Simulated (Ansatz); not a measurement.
Relaxed bulk Au:

```
Au
1.0
     1.41002   -2.51700    0.00000
     1.41002    2.51700    0.00000
     0.00000    0.00000    4.80068
Au
2
Direct
  0.66386 0.33614 0.25000
  0.33614 0.66386 0.75000
```

Miller indices refer to the conventional cell of Cmcm (No. 63), a = 2.820 Å, b = 5.034 Å, c = 4.801 Å, α = 90.00°, β = 90.00°, γ = 90.00°.

These are results of DFT PBEsol, scalar-relativistic, plane waves, PAW in Ansatz, not measurements. Cutoff 420 eV, Gaussian smearing of 0.10 eV, no spin polarisation. A dipole correction acts along the normal.

A relaxed slab with low-index faces, about a nanometre thick, has these properties:

```yaml
Surface_energy_mean_of_both_faces: 0.91 J/m²
Work_function: 5.28 eV
```

Question: Which low-index plane was cut?

Answer: The (001) plane.

Spin–orbit coupling is left out, which can shift energies with elements as heavy as these.

The reference crystal is a form of Au, which isn't its usual structure.